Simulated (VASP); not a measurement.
A run of VASP 6.6.1 is set up as follows.

File INCAR:

```
ALGO = Fast
EDIFF = 1E-7
EDIFFG = -0.002
ENCUT = 520
GGA = PE
IBRION = 2
ISIF = 3
ISMEAR = 0
ISPIN = 2
IVDW = 12
LASPH = T
LCHARG = F
LMAXMIX = 4
LORBIT = 11
LREAL = F
LWAVE = F
MAGMOM = 0.8
NELM = 100
NSW = 80
PREC = Accurate
SIGMA = 0.1
```

Contents of KPOINTS:

```
k-points
0
Gamma
  20 20 20
```

The input POSCAR:

```
Ni                                      
1.0
   -0.0000000000      1.7385908598      1.7385908598
    1.7385908598      0.0000000000      1.7385908598
    1.7385908598      1.7385908598     -0.0000000000
  Ni            
     1
Direct
     0.0000000000000000    1.0000000000000000    0.0000000000000000
```

Potentials or basis: VASP PAW PBE potentials, release 64 (Ni).

Command:

```bash
$ cat potpaw_PBE.64/Ni/POTCAR > POTCAR
$ mpirun -np 1 vasp_std > vasp.out
```

(1) What does it give for the relaxed volume?

(2) Estimate the space group after relaxing (to 0.05 Å).

(3) What does it give for the site moments?

Results:

(1) 10.51 Å³/atom.

(2) Fm-3m (No. 225).

(3) Ni +0.63 μB.

Caveat: pairwise dispersion overbinds metals, which lowers pressure and volume.
